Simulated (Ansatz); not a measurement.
Sn, DFT, PBE, PAW with Ansatz's default frozen-core files, scalar-relativistic (Ansatz 0.2.0), run on 1 thread of Arm Neoverse V1 on a shared host.

The cell is COD entry 1534488, as deposited and not checked against the literature; nothing was relaxed. The listed cell was then made from it by scaling, straining or moving an atom.

Command: `ansatz run input.yaml --threads 1 --pin off --max-ram 3072MiB --backend cpu --events-out ev --progress --plain --runs-dir out`

```yaml
crystal:
  lattice:
    - [-2.91585, 2.91585, 1.6065565]
    - [2.91585, -2.91585, 1.6065565]
    - [2.91585, 2.91585, -1.6065565]
  atoms:
    - { symbol: Sn, position: [0.0, 0.0, 0.0] }
    - { symbol: Sn, position: [0.75, 0.25, 0.5] }
kpoints:
  mp_grid: { grid: [15, 15, 15] }
scf:
  occupations: { method: fermi_dirac, width: 0.05 }
hamiltonian:
  xc: pbe
  pseudopotentials: { kind: paw }
output:
  forces: true
  stress: true
  eigenvalues: true
  efg: { contact_densities: true }
```

(1) How large is the problem that the program sets up?

(2) Estimate the wall time and the peak memory.

(3) And the same cell and mesh by all-electron PAW (datasets made for this crystal), asked for forces, stress, eigenvalues, efg, on the same hardware?

Results:

(1) 288 irreducible k-points, 1093 plane waves at Γ, 18 bands.

(2) 16 s of wall time for 6 SCF iterations, with a peak of 0.51 GiB. Times on shared machines scatter by tens of per cent.

(3) 38 s, peak memory 0.76 GiB.
